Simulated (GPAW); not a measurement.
# Co2 on W4 110: which magnetic order is lowest

Aim: find out whether Co2 on W4 110 carries moments, and which collinear order costs least.

Program: GPAW 26.7.0. Level of theory: PBE; plane waves with GPAW's PAW setups, scalar-relativistic. Results are calculated unless marked as measured.

### 1. The starting structure

The cell holds 6 atoms: 4 W and 2 Co. Its edges and angles: a = 2.741 Å, b = 2.741 Å, c = 22.182 Å, α = 90.0°, β = 90.0°, γ = 109.5°. ideal sites on the substrate's mesh, layer spacings from atomic volumes, unrelaxed, 12 A of vacuum. Vacuum lies along c.

As a file:

```
W Co
1.0
     1.58250   -2.23799    0.00000
     1.58250    2.23799    0.00000
     0.00000    0.00000   22.18248
W Co
4 2
Direct
  0.00000 0.00000 0.27048
  0.50000 0.50000 0.37136
  0.00000 0.00000 0.47224
  0.50000 0.50000 0.57311
  0.00000 0.00000 0.65887
  0.50000 0.50000 0.72952
```

### 2. Order 1, typed as ferro ++

Parallel moments need no larger cell; this start tests for a ferromagnetic state only.

order1.py reads:

```python
import json
import numpy as np
from ase import Atoms
from ase.parallel import paropen, parprint
from gpaw import GPAW

atoms = Atoms(['W', 'W', 'W', 'W', 'Co', 'Co'],
    cell=[[1.5825, -2.237993, 0.0],
         [1.5825, 2.237993, 0.0],
         [0.0, 0.0, 22.182476]],
    scaled_positions=[[0.0, 0.0, 0.270484],
         [0.5, 0.5, 0.37136],
         [0.0, 0.0, 0.472235],
         [0.5, 0.5, 0.573111],
         [0.0, 0.0, 0.658871],
         [0.5, 0.5, 0.729516]],
    pbc=True,
    magmoms=[0.0, 0.0, 0.0, 0.0, 1.8, 1.8])
atoms.calc = GPAW(mode={'name': 'pw', 'ecut': 450},
    xc='PBE',
    kpts={'size': (18, 18, 1), 'gamma': True},
    occupations={'name': 'fermi-dirac', 'width': 0.05},
    convergence={'density': 1e-05, 'energy': 1e-05},
    maxiter=200,
    mixer={'name': 'pulay', 'beta': 0.03, 'nmaxold': 8, 'weight': 100},
    symmetry={'tolerance': 1e-4},
    txt='order1.txt')
e = atoms.get_potential_energy(force_consistent=True)
res = {'free_energy': e, 'energy_sigma0': atoms.get_potential_energy(), 'fermi_energy': atoms.calc.get_fermi_level()}
res['moments'] = atoms.get_magnetic_moments().tolist()
res['total'] = atoms.get_magnetic_moment()
parprint('site moments (muB):', np.round(res['moments'], 3))
parprint(f"total moment: {res['total']:.3f} muB")
parprint(f'free energy: {e:.6f} eV')
atoms.calc.write('order1.gpw')
with paropen('results.json', 'w') as f:
    json.dump(res, f)
```

The run is started by

```bash
OMP_NUM_THREADS=1 mpirun -n 4 gpaw python order1.py > order1.log
```

The next run changes these lines of the input before it:

```diff
@@ -17,3 +17,3 @@
     pbc=True,
-    magmoms=[0.0, 0.0, 0.0, 0.0, 1.8, 1.8])
+    magmoms=[0.0, 0.0, 0.0, 0.0, 1.8, -1.8])
 atoms.calc = GPAW(mode={'name': 'pw', 'ecut': 450},
@@ -26,3 +26,3 @@
     symmetry={'tolerance': 1e-4},
-    txt='order1.txt')
+    txt='order2.txt')
 e = atoms.get_potential_energy(force_consistent=True)
@@ -34,3 +34,3 @@
 parprint(f'free energy: {e:.6f} eV')
-atoms.calc.write('order1.gpw')
+atoms.calc.write('order2.gpw')
 with paropen('results.json', 'w') as f:
```

Q: Predict the largest site moment.

The site moments add up to 3.25 μB, near the cell's 3.20 μB; the space between the atoms is polarised against them. The lowest state found is ferromagnetic, reached from the start ferro ++, with moments up to 1.94 μB. All starts that keep moments end in one and the same state, so no two orders were compared.

```
lowest state found  : ferromagnetic (started as ferro ++)
largest site moment : 1.94 μB
```

1 start left the typed pattern (a sign turned or a seeded moment died), so such an energy belongs to the state reached, not the one typed. This is the lowest of 2 finished starts, no proof of the ground state.

[Logs and program files are shortened in this print: banners, set-up blocks, solver, clock and traceback lines can be left out without a mark of their own.]

[Logs are printed without paths, hosts, clocks, repeated set-up lines and the standing remarks that a program may print on its own settings, such as how far it seeks lower states.]

[Hosts, paths, dates, database ids (printed as entryN), source tags and the programs' standing remarks are cut or masked in the printed files.]

[Where a cell is said to come from a database of computed structures, the database is the Materials Project.]
